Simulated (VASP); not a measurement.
BaTiO3, 5 atoms in the cell. The structure is trigonal, space group R3m (No. 160). Conventional cell: a = 5.581 Å, b = 5.581 Å, c = 6.867 Å, α = 90.00°, β = 90.00°, γ = 120.00°. Around Ba (site symmetry 3m) lie 12 O at 2.73 to 2.87 Å. Ti (site symmetry 3m) has 6 O at 1.84 to 2.12 Å as nearest neighbours. Around O (site symmetry m) lie 2 Ti at 1.84 to 2.12 Å.  The cell isn't the ideal one: a relaxed cell with its volume scaled by 0.94.

| Quantity | Value |
| --- | --- |
| Program | VASP 6.6.1 |
| Task | relaxation of shape and atoms at fixed volume |
| Functional | r2SCAN |
| Potentials or basis | VASP PAW PBE potentials, release 64 (Ba_sv, Ti_sv, O) |
| Cutoff | 600 eV |
| k mesh | 9 × 9 × 7 |
| Occupations | gaussian, width 0.03 eV |
| Spin | no spin polarisation |
| Further INCAR settings | ALGO = Normal; EDIFF = 1e-07; IBRION = 2; EDIFFG = -0.01; NSW = 40; ISIF = 4 |

Potentials or basis: VASP PAW PBE potentials, release 64 (Ba_sv, Ti_sv, O).

Command:

```bash
$ cat potpaw_PBE.64/Ba_sv/POTCAR potpaw_PBE.64/Ti_sv/POTCAR potpaw_PBE.64/O/POTCAR > POTCAR
$ mpirun -np 2 vasp_std > vasp.out
```

Hardware: 2 MPI ranks on Intel(R) Xeon(R) 6975P-C (Granite Rapids), on a shared host.

Question: How long does it take, and how much memory?

Answer: It took 14 min on 2 MPI ranks on Intel(R) Xeon(R) 6975P-C (Granite Rapids), on a shared host, peak memory 0.43 GiB a rank. Counts: scf iterations 106, k points 160, ion steps 10.
